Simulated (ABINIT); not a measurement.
A run of ABINIT 10.8.3 (patched build) is set up as follows.

The input run.abi:

```
pp_dirpath "./"
pseudos "Zn.upf, S.upf"

acell 3*1.0 Angstrom
rprim
     3.8110000000     0.0000000000     0.0000000000
    -1.9055000000     3.3004228138     0.0000000000
     0.0000000000     0.0000000000     6.2340000000
ntypat 2
znucl 30 16
natom 4
typat 1 1 2 2
xred
     0.6666666667     0.3333333333     0.5000000000
     0.3333333333     0.6666666667     0.0000000000
     0.6666666667     0.3333333333     0.8850000000
     0.3333333333     0.6666666667     0.3850000000

ecut 38.0

kptopt 1
ngkpt 6 6 4
nshiftk 1
shiftk 0.0 0.0 0.0

ixc -116133

nband 32
occopt 3
tsmear 0.05 eV

nstep 100
tolvrs 1.0e-10

iomode 3
prtwf 0
prtden 0
prteig 0
prtebands 0
prtvol 2
```

Potentials or basis: PseudoDojo NC SR PBEsol v0.4.1 standard.

Command:

```console
$ abinit run.abi > log 2>&1
```

Question: Estimate the largest force.

Answer: 0.307 eV/Å.

Question: Estimate the band gap on the k mesh.

Answer: 2.11 eV, direct.

Forces in eV/Å, atoms in the order of the input:
```
Zn   0.000  0.000  0.307
Zn   0.000  0.000  0.307
S    0.000  0.000 -0.307
S    0.000  0.000 -0.307
```

**The experiment to reproduce.**

From a printed reference work, monograph, for a bulk crystal of ZnS at 4 K: band gap 3.911 eV (direct).

Against the measured gap of ZnS, 3.911 eV (direct; 4 K; a printed reference work, monograph), the calculated 2.11 eV is off by -1.80 eV. The value is that of PBEsol, without temperature or zero-point motion. Semilocal functionals fall short of measured gaps as a rule.
